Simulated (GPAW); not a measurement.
Bi:

```
Bi
1.0
    -1.98143    1.98143    1.98143
     1.98143   -1.98143    1.98143
     1.98143    1.98143   -1.98143
Bi
1
Cartesian
  0.0000 0.0000 0.0000
```

This isn't the form of Bi at room conditions, which is rhombohedral.

* Program: GPAW 26.7.0
* Task: relaxation of cell and atoms
* Functional: PBE
* Dispersion: D4
* Potentials or basis: GPAW PAW data sets (gpaw-data 1.2.1)
* Cutoff: 600 eV
* Basis: pw
* k mesh: 9 × 9 × 9
* Occupations: fermi-dirac, width 0.05 eV
* Spin: no spin polarisation

At the start: pressure -1.8 GPa; volume 31.12 Å³/atom.

**Question.** How do energy, volume and symmetry change on relaxing?

**Answer.** Over 3 steps the energy falls by 5.6 meV/atom and the volume is 30.08 Å³/atom (-3.3 %); space group Im-3m (No. 229, to 0.05 Å).

The path:
```tsv
step	energy change (eV)	largest force (eV/Å)	pressure (GPa)	volume (Å³)
1	0.0000	0.0000	-1.83	31.12
2	-0.0041	0.0000	-1.02	30.65
3	-0.0056	0.0000	0.03	30.08
```

Final structure:
```yaml
crystal:
  lattice:
    - [-1.95921, 1.95921, 1.95921]
    - [1.95921, -1.95921, 1.95921]
    - [1.95921, 1.95921, -1.95921]
  atoms:
    - { symbol: Bi, position: [0.00000, 0.00000, 0.00000] }
```

Caveat: later steps reuse the first step's grids; pairwise dispersion overbinds metals, which lowers pressure and volume.
